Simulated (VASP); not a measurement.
Wanted: the native input for a VASP 6.6.1 run.

| Item | Value |
| --- | --- |
| Task | electron localisation function |
| Functional | PBE |
| Potentials or basis | VASP PAW PBE potentials, release 64 (Pt, S) |
| Cutoff | 520 eV |
| k mesh | 9 × 9 × 5 |
| Occupations | gaussian, width 0.02 eV |
| Spin | no spin polarisation |
| Further INCAR settings | ALGO = Normal; EDIFF = 1e-06 |

The structure of PtS2 lies in POSCAR:

```
PtS2
1.0
    3.5432000000      0.0000000000      0.0000000000
   -1.7716000000      3.0685012107      0.0000000000
    0.0000000000      0.0000000000      5.0388000000
Pt S
1 2
Direct
    0.0000000000      0.0000000000      0.0000000000
    0.6666666667      0.3333333333      0.7730000000
    0.3333333333      0.6666666667      0.2270000000
```

The input as run:

INCAR

```
SYSTEM = PtS2
PREC = Accurate
ENCUT = 520
EDIFF = 1E-6
ISMEAR = 0
SIGMA = 0.02
LREAL = .False.
LASPH = .True.
NELM = 80
ALGO = Normal
ISIF = 2
LWAVE = .False.
LCHARG = .True.
GGA = PE
LELF = .True.
```

KPOINTS

```
Automatic mesh
0
Gamma
  9 9 5
  0 0 0
```

Potentials or basis: VASP PAW PBE potentials, release 64 (Pt, S).

The run is started by

```console
$ cat potpaw_PBE.64/Pt/POTCAR potpaw_PBE.64/S/POTCAR > POTCAR
$ mpirun -np 1 vasp_std > vasp.out
```

Results of the run:

| Quantity | Value |
| --- | --- |
| Pressure | 11.1 GPa |
| Largest force | 1.213 eV/Å |
| Band gap on the k mesh | 1.03 eV, indirect (least direct gap 1.08 eV) |

Caveat: spin-orbit coupling is left out, which moves the levels of the heavy elements; an odd mesh through Γ misses points on the zone boundary, where band edges often lie; forces of over 1 eV/Å show positions far from the minimum, so gaps and moduli don't describe the material at rest.

Run time: 22 s on 1 thread of Intel(R) Xeon(R) Platinum 8488C (Sapphire Rapids), on a shared host, peak memory 0.2 GiB.
